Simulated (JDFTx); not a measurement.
# GaSb (F-43m) in JDFTx: further runs

One crystal, GaSb, is run at these levels: LDA, PBEsol; tasks: equation of state, band structure.

Program: JDFTx 1.7.0 (patched build). These are calculated values, not measurements. Logs are shortened: lines on timing, memory, paths and dates and some standing lists are left out, and cuts for length are marked. The log counts tension as positive stress, the text compression.

**Measured values to compare with.**

A printed reference work, data compilation reports, for a bulk crystal of GaSb at 4.2 K: band gap 0.811 eV (direct).

The results are compared with them further down.

**1. The crystal as given**

The structure is cubic, space group F-43m (No. 216). The conventional cell has a = 6.118 Å, b = 6.118 Å, c = 6.118 Å, α = 90.00°, β = 90.00°, γ = 90.00°. Around Sb (site symmetry -43m) lie 4 Ga at 2.65 Å. Ga (site symmetry -43m) is surrounded by 4 Sb at 2.65 Å.

**2. Equation of state, LDA, 26.91 Å³/atom (volume scaled by 0.94)**

GaSb.in

```
lattice Face-Centered Cubic 11.3253324023
coords-type Lattice
ion Sb     0.7500000000     0.7500000000     0.7500000000 1
ion Ga     0.0000000000     0.0000000000     0.0000000000 1

ion-species pseudo/Sb.upf
ion-species pseudo/Ga.upf
elec-cutoff 42 336
elec-ex-corr lda-PW
kpoint-folding 8 8 8
elec-smearing Fermi 0.0018374661
elec-n-bands 21
electronic-SCF nIterations 100 energyDiffThreshold 1e-09
electronic-minimize nIterations 30 energyDiffThreshold 1e-7
forces-output-coords Cartesian

dump-name run.$VAR
dump End Ecomponents EigStats BandEigs Kpoints Forces Stress
```

Potentials or basis: PseudoDojo-SR-LDA-0.4.1-standard with smoothed tails.

Started as:

```sh
> jdftx -c 1 -i GaSb.in -o GaSb.out
```

Output:

```text
*************** JDFTx 1.7.0 (patched build) ***************

Input parsed successfully to the following command list (including defaults):
[... the input with its defaults ...]

---------- Setting up symmetries ----------

Found 48 point-group symmetries of the bravais lattice
Found 24 space-group symmetries with basis
Applied RMS atom displacement 0 bohrs to make symmetries exact.

---------- Initializing the Grid ----------
R =
[            0      5.66267      5.66267  ]
[      5.66267            0      5.66267  ]
[      5.66267      5.66267            0  ]
unit cell volume = 363.156
G =
[   -0.55479    0.55479    0.55479  ]
[    0.55479   -0.55479    0.55479  ]
[    0.55479    0.55479   -0.55479  ]
Minimum fftbox size, Smin = [  68  68  68  ]
Chosen fftbox size, S = [  70  70  70  ]

---------- Initializing tighter grid for wavefunction operations ----------
R =
[            0      5.66267      5.66267  ]
[      5.66267            0      5.66267  ]
[      5.66267      5.66267            0  ]
unit cell volume = 363.156
G =
[   -0.55479    0.55479    0.55479  ]
[    0.55479   -0.55479    0.55479  ]
[    0.55479    0.55479   -0.55479  ]
Minimum fftbox size, Smin = [  48  48  48  ]
Chosen fftbox size, S = [  48  48  48  ]

---------- Exchange Correlation functional ----------
Initalized Slater LDA exchange.
Initalized Perdew-Wang LDA correlation.

---------- Setting up pseudopotentials ----------
Width of ionic core gaussian charges (only for fluid interactions / plotting) set to 0

Reading pseudopotential file 'pseudo/Sb.upf':
  'Sb' pseudopotential, 'SLA  PW   NOGX NOGC' functional
  Generated using ONCVPSP code by D. R. Hamann
  15 valence electrons, 3 orbitals, 6 projectors, 1001 radial grid points, with lMax = 2
    4D    l: 2   occupation: 10.0   eigenvalue: -1.233245
    5S    l: 0   occupation:  2.0   eigenvalue: -0.480876
    5P    l: 1   occupation:  3.0   eigenvalue: -0.183477
  Core radius for overlap checks: 2.05 bohrs.

Reading pseudopotential file 'pseudo/Ga.upf':
  'Ga' pseudopotential, 'SLA  PW   NOGX NOGC' functional
  Generated using ONCVPSP code by D. R. Hamann
  13 valence electrons, 3 orbitals, 6 projectors, 1001 radial grid points, with lMax = 2
    3D    l: 2   occupation: 10.0   eigenvalue: -0.713198
    4S    l: 0   occupation:  2.0   eigenvalue: -0.337001
    4P    l: 1   occupation:  1.0   eigenvalue: -0.100440
  Core radius for overlap checks: 1.84 bohrs.

Initialized 2 species with 2 total atoms.

Folded 1 k-points by 8x8x8 to 512 k-points.

---------- Setting up k-points, bands, fillings ----------
Adding inversion symmetry to k-mesh for non-inversion-symmetric unit cell.
Reduced to 29 k-points under symmetry.
Computing the number of bands and number of electrons
Calculating initial fillings.
nElectrons:  28.000000   nBands: 21   nStates: 29

----- Setting up reduced wavefunction bases (one per k-point) -----
average nbasis = 4721.807 , ideal nbasis = 4721.291

---------- Setting up ewald sum ----------
Optimum gaussian width for ewald sums = 2.571885 bohr.
Real space sum over 1331 unit cells with max indices [  5  5  5  ]
Reciprocal space sum over 2197 terms with max indices [  6  6  6  ]

---------- Allocating electronic variables ----------
Initializing wave functions:  linear combination of atomic orbitals
Note: number of bands (21) exceeds available atomic orbitals (18)
Sb pseudo-atom occupations:   s ( 2 )  p ( 3 )  d ( 10 )
Ga pseudo-atom occupations:   s ( 2 )  p ( 1 )  d ( 10 )
	FillingsUpdate:  mu: +0.333955417  nElectrons: 28.000000
LCAOMinimize: Iter:   0  F: -147.7424628104997453  |grad|_K:  4.036e-04  alpha:  1.000e+00
	FillingsUpdate:  mu: +0.333449751  nElectrons: 28.000000
LCAOMinimize: Iter:   1  F: -147.7430000532443444  |grad|_K:  2.878e-05  alpha:  5.133e-01  linmin: -8.959e-03  cgtest:  3.894e-02
	FillingsUpdate:  mu: +0.333567185  nElectrons: 28.000000
LCAOMinimize: Iter:   2  F: -147.7430048775419777  |grad|_K:  2.092e-06  alpha:  9.068e-01  linmin: -7.691e-03  cgtest:  7.515e-02
LCAOMinimize: Encountered beta<0, resetting CG.
	FillingsUpdate:  mu: +0.333557118  nElectrons: 28.000000
LCAOMinimize: Iter:   3  F: -147.7430048974117938  |grad|_K:  6.414e-07  alpha:  7.100e-01  linmin: -2.299e-05  cgtest:  1.001e-04
	FillingsUpdate:  mu: +0.333556048  nElectrons: 28.000000
LCAOMinimize: Iter:   4  F: -147.7430048991734566  |grad|_K:  4.329e-08  alpha:  6.696e-01  linmin: -9.757e-04  cgtest:  4.885e-03
LCAOMinimize: Converged (|Delta F|<1.000000e-06 for 2 iters).

-------- Electronic minimization -----------
Will mix electronic density at each iteration.
	FillingsUpdate:  mu: +0.333556048  nElectrons: 28.000000
	FillingsUpdate:  mu: +0.324182158  nElectrons: 28.000000
SCF: Cycle:  0   F: -147.780104149714930   dF: -3.710e-02   |Residual|: 4.660e-02   |deigs|: 1.332e-01
	FillingsUpdate:  mu: +0.326883659  nElectrons: 28.000000
SCF: Cycle:  1   F: -147.780940981409145   dF: -8.368e-04   |Residual|: 2.478e-02   |deigs|: 4.983e-03
	FillingsUpdate:  mu: +0.330752430  nElectrons: 28.000000
SCF: Cycle:  2   F: -147.781180804913703   dF: -2.398e-04   |Residual|: 4.575e-03   |deigs|: 2.915e-03
	FillingsUpdate:  mu: +0.331353744  nElectrons: 28.000000
SCF: Cycle:  3   F: -147.781190422085132   dF: -9.617e-06   |Residual|: 1.525e-03   |deigs|: 1.389e-03
	FillingsUpdate:  mu: +0.331627593  nElectrons: 28.000000
SCF: Cycle:  4   F: -147.781192007433475   dF: -1.585e-06   |Residual|: 6.682e-04   |deigs|: 2.450e-04
	FillingsUpdate:  mu: +0.331675905  nElectrons: 28.000000
SCF: Cycle:  5   F: -147.781192374804164   dF: -3.674e-07   |Residual|: 2.762e-04   |deigs|: 1.073e-04
	FillingsUpdate:  mu: +0.331716552  nElectrons: 28.000000
SCF: Cycle:  6   F: -147.781192639117705   dF: -2.643e-07   |Residual|: 4.379e-05   |deigs|: 1.547e-04
	FillingsUpdate:  mu: +0.331716434  nElectrons: 28.000000
SCF: Cycle:  7   F: -147.781192741523995   dF: -1.024e-07   |Residual|: 4.024e-05   |deigs|: 5.197e-05
	FillingsUpdate:  mu: +0.331714697  nElectrons: 28.000000
SCF: Cycle:  8   F: -147.781192780892212   dF: -3.937e-08   |Residual|: 1.807e-05   |deigs|: 4.810e-05
	FillingsUpdate:  mu: +0.331714545  nElectrons: 28.000000
SCF: Cycle:  9   F: -147.781192802902439   dF: -2.201e-08   |Residual|: 7.769e-06   |deigs|: 5.253e-05
	FillingsUpdate:  mu: +0.331715385  nElectrons: 28.000000
SCF: Cycle: 10   F: -147.781192809101441   dF: -6.199e-09   |Residual|: 5.270e-06   |deigs|: 2.821e-04
	FillingsUpdate:  mu: +0.331714950  nElectrons: 28.000000
SCF: Cycle: 11   F: -147.781192813798071   dF: -4.697e-09   |Residual|: 1.277e-06   |deigs|: 1.147e-04
	FillingsUpdate:  mu: +0.331714989  nElectrons: 28.000000
SCF: Cycle: 12   F: -147.781192814973707   dF: -1.176e-09   |Residual|: 9.515e-07   |deigs|: 2.102e-05
	FillingsUpdate:  mu: +0.331715037  nElectrons: 28.000000
SCF: Cycle: 13   F: -147.781192815871151   dF: -8.974e-10   |Residual|: 7.358e-07   |deigs|: 3.998e-05
	FillingsUpdate:  mu: +0.331715020  nElectrons: 28.000000
SCF: Cycle: 14   F: -147.781192816122285   dF: -2.511e-10   |Residual|: 5.580e-07   |deigs|: 2.961e-05
SCF: Converged (|Delta E|<1.000000e-09 for 2 iters).

Setting wave functions to eigenvectors of Hamiltonian

# Stress tensor in Cartesian coordinates [Eh/a0^3]:
[ -5.33181e-05            0            0  ]
[            0 -5.33181e-05            0  ]
[            0            0 -5.33181e-05  ]

# Ionic positions in lattice coordinates:
ion Sb   0.750000000000000   0.750000000000000   0.750000000000000 1
ion Ga   0.000000000000000   0.000000000000000   0.000000000000000 1

# Forces in Cartesian coordinates:
force Sb   0.000000000000000   0.000000000000000  -0.000000000000000 1
force Ga   0.000000000000000  -0.000000000000000   0.000000000000000 1

# Energy components:
   Eewald =      -93.5597565808040912
       EH =       49.2828560095428116
     Eloc =     -138.0943128076294784
      Enl =      -57.2748738042027625
      Exc =      -42.9915096647365260
 Exc_core =       19.3312789853408162
       KE =      115.5251323452014844
-------------------------------------
     Etot =     -147.7811855172877813
       TS =        0.0000072988344916
-------------------------------------
        F =     -147.7811928161222852

IonicMinimize: Iter:   0  F: -147.781192816122285  |grad|_K:  7.040e-36
IonicMinimize: Converged (|grad|_K<1.000000e-04).

#--- Lowdin population analysis ---
# oxidation-state Sb +0.320
# oxidation-state Ga -0.282

Dumping 'run.eigStats' ...
	eMin: -0.733663 at state 20 ( [ +0.000000 +0.500000 +0.500000 ] spin 0 )
	HOMO: +0.325841 at state 0 ( [ +0.000000 +0.000000 +0.000000 ] spin 0 )
	mu  : +0.331715
	LUMO: +0.335864 at state 0 ( [ +0.000000 +0.000000 +0.000000 ] spin 0 )
	eMax: +0.789013 at state 19 ( [ +0.000000 +0.375000 -0.375000 ] spin 0 )
	HOMO-LUMO gap: +0.010023
	Optical gap  : +0.010023 at state 0 ( [ +0.000000 +0.000000 +0.000000 ] spin 0 )
Done!
```

Wall time 2.8 min (1 thread of Arm Neoverse V1, shared host); peak memory 0.19 GiB.

What came out:

| Quantity | Value |
| --- | --- |
| Free energy | -4021.3311 eV |
| Pressure | 1.6 GPa |
| Band gap on the k mesh | 0.27 eV, direct |
| Loewdin charges | Sb +0.32; Ga -0.28 e |

Caveat: spin-orbit coupling is left out, which moves the levels of the heavy elements.

**3. Equation of state, LDA, 27.48 Å³/atom (volume scaled by 0.96)**

GaSb.in, as its differences from that of step 2:

```diff
@@ -1,2 +1,2 @@
-lattice Face-Centered Cubic 11.3253324023
+lattice Face-Centered Cubic 11.4050908921
 coords-type Lattice
@@ -17,2 +17,2 @@
 dump-name run.$VAR
-dump End Ecomponents EigStats BandEigs Kpoints Forces Stress
+dump End Ecomponents EigStats BandEigs Kpoints Forces Stress ElecDensity Dtot KEdensity
```

Potentials or basis: PseudoDojo-SR-LDA-0.4.1-standard with smoothed tails.

Started as:

```sh
> jdftx -c 1 -i GaSb.in -o GaSb.out
```

Wall time 2.9 min (1 thread of Arm Neoverse V1, shared host); peak memory 0.2 GiB.

The run converged. Its results:

```
Free energy            : -4021.3378 eV
Pressure               : 0.3 GPa
Band gap on the k mesh : 0.12 eV, direct
Loewdin charges        : Sb +0.31; Ga -0.28 e
```

Caveat: spin-orbit coupling is left out, which moves the levels of the heavy elements.

**4. Equation of state, LDA, 28.05 Å³/atom (volume scaled by 0.98)**

GaSb.in, as its differences from that of step 3:

```diff
@@ -1,2 +1,2 @@
-lattice Face-Centered Cubic 11.4050908921
+lattice Face-Centered Cubic 11.4837491770
 coords-type Lattice
```

Started as:

```sh
> jdftx -c 1 -i GaSb.in -o GaSb.out
```

Run time: 2.9 min. Hardware: 1 thread of Arm Neoverse V1, shared host; peak memory 0.2 GiB.

The run converged. Its results:

| Item | Value |
| --- | --- |
| Free energy | -4021.3362 eV |
| Pressure | -0.8 GPa |
| Band gap on the k mesh | none (metal or under the smearing width) |
| Loewdin charges | Sb +0.31; Ga -0.27 e |

**5. Equation of state, LDA, 28.62 Å³/atom**

GaSb.in, as its differences from that of step 4:

```diff
@@ -1,2 +1,2 @@
-lattice Face-Centered Cubic 11.4837491770
+lattice Face-Centered Cubic 11.5613444305
 coords-type Lattice
```

Started as:

```sh
> jdftx -c 1 -i GaSb.in -o GaSb.out
```

It took 2.9 min on 1 thread of Arm Neoverse V1, shared host; peak memory 0.21 GiB.

The run converged. Its results:

* Free energy: -4021.3271 eV
* Pressure: -1.8 GPa
* Band gap on the k mesh: none (metal or under the smearing width)
* Loewdin charges: Sb +0.30; Ga -0.26 e

**6. Equation of state, LDA, 29.20 Å³/atom (volume scaled by 1.02)**

GaSb.in, as its differences from that of step 5:

```diff
@@ -1,2 +1,2 @@
-lattice Face-Centered Cubic 11.5613444305
+lattice Face-Centered Cubic 11.6379118566
 coords-type Lattice
```

Potentials or basis: PseudoDojo-SR-LDA-0.4.1-standard with smoothed tails.

Started as:

```sh
> jdftx -c 1 -i GaSb.in -o GaSb.out
```

It took 3.6 min on 1 thread of Arm Neoverse V1, shared host; peak memory 0.21 GiB.

The run converged. Its results:

* Free energy: -4021.3113 eV
* Pressure: -2.7 GPa
* Band gap on the k mesh: none (metal or under the smearing width)
* Loewdin charges: Sb +0.29; Ga -0.26 e

**7. Equation of state, LDA, 29.77 Å³/atom (volume scaled by 1.04)**

GaSb.in, as its differences from that of step 6:

```diff
@@ -1,2 +1,2 @@
-lattice Face-Centered Cubic 11.6379118566
+lattice Face-Centered Cubic 11.7134848306
 coords-type Lattice
```

Started as:

```sh
> jdftx -c 1 -i GaSb.in -o GaSb.out
```

Run time: 3.6 min. Hardware: 1 thread of Arm Neoverse V1, shared host; peak memory 0.21 GiB.

Results (log left out):

```
Free energy            : -4021.2894 eV
Pressure               : -3.5 GPa
Band gap on the k mesh : none (metal or under the smearing width)
Loewdin charges        : Sb +0.29; Ga -0.25 e
```

**8. Equation of state, LDA, 30.34 Å³/atom (volume scaled by 1.06)**

GaSb.in, as its differences from that of step 7:

```diff
@@ -1,2 +1,2 @@
-lattice Face-Centered Cubic 11.7134848306
+lattice Face-Centered Cubic 11.7880950258
 coords-type Lattice
```

Started as:

```sh
> jdftx -c 1 -i GaSb.in -o GaSb.out
```

Run time: 3.4 min. Hardware: 1 thread of Arm Neoverse V1, shared host; peak memory 0.22 GiB.

The run converged. Its results:

* Free energy: -4021.2623 eV
* Pressure: -4.1 GPa
* Band gap on the k mesh: none (metal or under the smearing width)
* Loewdin charges: Sb +0.28; Ga -0.25 e

**9. Equation of state, LDA**

Potentials or basis: PseudoDojo-SR-LDA-0.4.1-standard with smoothed tails.

This step only gathers the single runs of the series.

What came out:

| Property | Result |
| --- | --- |
| Equilibrium volume | 27.65 Å³/atom |
| Bulk modulus | 55 GPa |
| Pressure derivative of the bulk modulus | 4.4 |

Energy against volume, from the lowest point:
| volume (Å³/atom) | energy (meV/atom) |
| --- | --- |
| 26.907 | 3.36 |
| 27.480 | 0.00 |
| 28.052 | 0.82 |
| 28.625 | 5.37 |
| 29.197 | 13.29 |
| 29.770 | 24.20 |
| 30.342 | 37.77 |

**10. Band structure, PBEsol**

bands.in

```
lattice \
    0.0000000000     3.0590000000     3.0590000000 \
    3.0590000000     0.0000000000     3.0590000000 \
    3.0590000000     3.0590000000     0.0000000000
latt-scale 1.889726124626 1.889726124626 1.889726124626
coords-type Lattice
ion Sb     0.7500000000     0.7500000000     0.7500000000 1
ion Ga     0.0000000000     0.0000000000     0.0000000000 1

ion-species pseudo/Sb.upf
ion-species pseudo/Ga.upf
elec-cutoff 40 320
elec-ex-corr gga-PBEsol
elec-smearing Fermi 0.0018374661
elec-n-bands 21
electronic-minimize nIterations 30 energyDiffThreshold 1e-06
davidson-band-ratio 1.3
forces-output-coords Cartesian
include path.kpoints
symmetries none
fix-electron-density run.$VAR

dump-name bands.$VAR
dump End Ecomponents EigStats BandEigs Kpoints Forces
```

path.kpoints

```
kpoint +0.0000000000 +0.0000000000 +0.0000000000 0.020000000000
kpoint +0.0714285714 +0.0000000000 +0.0714285714 0.020000000000
kpoint +0.1428571429 +0.0000000000 +0.1428571429 0.020000000000
kpoint +0.2142857143 +0.0000000000 +0.2142857143 0.020000000000
kpoint +0.2857142857 +0.0000000000 +0.2857142857 0.020000000000
kpoint +0.3571428571 +0.0000000000 +0.3571428571 0.020000000000
kpoint +0.4285714286 +0.0000000000 +0.4285714286 0.020000000000
kpoint +0.5000000000 +0.0000000000 +0.5000000000 0.020000000000
kpoint +0.5000000000 +0.0833333333 +0.5833333333 0.020000000000
kpoint +0.5000000000 +0.1666666667 +0.6666666667 0.020000000000
kpoint +0.5000000000 +0.2500000000 +0.7500000000 0.020000000000
kpoint +0.4375000000 +0.3125000000 +0.7500000000 0.020000000000
kpoint +0.3750000000 +0.3750000000 +0.7500000000 0.020000000000
kpoint +0.3281250000 +0.3281250000 +0.6562500000 0.020000000000
kpoint +0.2812500000 +0.2812500000 +0.5625000000 0.020000000000
kpoint +0.2343750000 +0.2343750000 +0.4687500000 0.020000000000
kpoint +0.1875000000 +0.1875000000 +0.3750000000 0.020000000000
kpoint +0.1406250000 +0.1406250000 +0.2812500000 0.020000000000
kpoint +0.0937500000 +0.0937500000 +0.1875000000 0.020000000000
kpoint +0.0468750000 +0.0468750000 +0.0937500000 0.020000000000
kpoint +0.0000000000 +0.0000000000 +0.0000000000 0.020000000000
kpoint +0.0833333333 +0.0833333333 +0.0833333333 0.020000000000
kpoint +0.1666666667 +0.1666666667 +0.1666666667 0.020000000000
kpoint +0.2500000000 +0.2500000000 +0.2500000000 0.020000000000
kpoint +0.3333333333 +0.3333333333 +0.3333333333 0.020000000000
kpoint +0.4166666667 +0.4166666667 +0.4166666667 0.020000000000
kpoint +0.5000000000 +0.5000000000 +0.5000000000 0.020000000000
kpoint +0.5250000000 +0.4500000000 +0.5250000000 0.020000000000
kpoint +0.5500000000 +0.4000000000 +0.5500000000 0.020000000000
kpoint +0.5750000000 +0.3500000000 +0.5750000000 0.020000000000
kpoint +0.6000000000 +0.3000000000 +0.6000000000 0.020000000000
kpoint +0.6250000000 +0.2500000000 +0.6250000000 0.020000000000
kpoint +0.5625000000 +0.2500000000 +0.6875000000 0.020000000000
kpoint +0.5000000000 +0.2500000000 +0.7500000000 0.020000000000
kpoint +0.5000000000 +0.2916666667 +0.7083333333 0.020000000000
kpoint +0.5000000000 +0.3333333333 +0.6666666667 0.020000000000
kpoint +0.5000000000 +0.3750000000 +0.6250000000 0.020000000000
kpoint +0.5000000000 +0.4166666667 +0.5833333333 0.020000000000
kpoint +0.5000000000 +0.4583333333 +0.5416666667 0.020000000000
kpoint +0.5000000000 +0.5000000000 +0.5000000000 0.020000000000
kpoint +0.4791666667 +0.4791666667 +0.5416666667 0.020000000000
kpoint +0.4583333333 +0.4583333333 +0.5833333333 0.020000000000
kpoint +0.4375000000 +0.4375000000 +0.6250000000 0.020000000000
kpoint +0.4166666667 +0.4166666667 +0.6666666667 0.020000000000
kpoint +0.3958333333 +0.3958333333 +0.7083333333 0.020000000000
kpoint +0.3750000000 +0.3750000000 +0.7500000000 0.020000000000
kpoint +0.6250000000 +0.2500000000 +0.6250000000 0.020000000000
kpoint +0.5833333333 +0.1666666667 +0.5833333333 0.020000000000
kpoint +0.5416666667 +0.0833333333 +0.5416666667 0.020000000000
kpoint +0.5000000000 +0.0000000000 +0.5000000000 0.020000000000
```

Potentials or basis: PseudoDojo-SR-PBEsol-0.4.1-standard with smoothed tails.

Started as:

```sh
> jdftx -c 1 -i bands.in -o bands.out
```

Run time: 65 s. Hardware: 1 thread of Arm Neoverse V1, shared host; peak memory 0.16 GiB.

The run converged. Its results:

```yaml
Band_gap_along_the_path: none (metal or under the smearing width)
```

Levels at the corners of the path, in eV from the Fermi level:
```
point  band 10  band 11  band 12  band 13  band 14  band 15  band 16  band 17
    Γ   -15.01   -11.56    -0.08    -0.05    -0.05    -0.05     2.73     2.73
    X   -15.01    -9.11    -6.86    -2.63    -2.63     0.80     1.12     8.66
    W   -15.01    -9.07    -6.73    -3.42    -3.20     3.62     4.20     4.34
    K   -15.01    -9.18    -6.68    -3.68    -2.24     1.29     3.78     6.53
    Γ   -15.01   -11.56    -0.08    -0.05    -0.05    -0.05     2.73     2.73
    L   -15.01    -9.93    -6.43    -1.20    -1.20     0.30     3.68     3.68
    U   -15.01    -9.18    -6.68    -3.68    -2.24     1.29     3.78     6.53
    W   -15.01    -9.07    -6.73    -3.42    -3.20     3.62     4.20     4.34
    L   -15.01    -9.93    -6.43    -1.20    -1.20     0.30     3.68     3.68
    K   -15.01    -9.18    -6.68    -3.68    -2.24     1.29     3.78     6.53
    U   -15.01    -9.18    -6.68    -3.68    -2.24     1.29     3.78     6.53
    X   -15.01    -9.11    -6.86    -2.63    -2.63     0.80     1.12     8.66
```

Caveat: spin-orbit coupling is left out, which moves the levels of the heavy elements.

**11. Against experiment**

Step 10. Against the measured gap of GaSb, 0.811 eV (direct; 4.2 K; a printed reference work, data compilation), the calculated 0.00 eV is off by -0.81 eV. Spin-orbit coupling on Ga, Sb is left out. The value is that of PBEsol, without temperature or zero-point motion. Semilocal functionals fall short of measured gaps as a rule.
